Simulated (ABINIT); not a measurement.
Runs of ABINIT 10.8.3 (patched build) on HgTe (Coloradoite). The structure is cubic, space group F-43m (No. 216). Conventional cell: a = 6.429 Å, b = 6.429 Å, c = 6.429 Å, α = 90.00°, β = 90.00°, γ = 90.00°. Hg (site symmetry -43m) is surrounded by 4 Te at 2.78 Å. Te (site symmetry -43m) has 4 Hg at 2.78 Å as nearest neighbours. 

```tsv
task	level	potentials or basis	cell	k mesh	cutoff (eV)	cell freedom (optcell)	optimiser (ionmov)	cutoff smearing ecutsm (Ha)	force stop (Ha/bohr)	stop of the response cycle (tolvrs)	gap on the mesh (eV)	pressure (GPa)
single point	PBE	SG15 NC PBE v1.2	cell squeezed	5 × 5 × 5	408	-	-	-	-	-	none	-
relaxation of cell and atoms	LDA	PseudoDojo NC SR LDA v0.4.1 standard	relaxed	5 × 5 × 5	1088	2	2	0.5	2e-05	-	none	0.0
single point	LDA	PseudoDojo NC SR LDA v0.4.1 standard	cell relaxed	5 × 5 × 5	1088	-	-	-	-	-	none	0.0
phonons	PBE	SPMS NC PBE v1.0	cell relaxed at zero pressure by an earlier run	4 × 4 × 4, with 4 shifts	707	-	-	0.5	-	1e-08	-	(a)
single point	LDA	PseudoDojo NC SR LDA v0.4.1 standard	as given	5 × 5 × 5	952	-	-	-	-	-	none	0.2
single point	PBE	SPMS NC PBE v1.0	cell relaxed	5 × 5 × 5	707	-	-	-	-	-	none	0.0
```

Alike in all rows: no spin polarisation; smearing fermi-dirac 0.05 eV.

**Question.** Estimate the missing entries.

**Answer.** (a) -0.1.

A k mesh can miss the band edges, and the runs leave out spin-orbit coupling on Hg, Te.

A gap of «none» marks a metal or a gap under the smearing width.
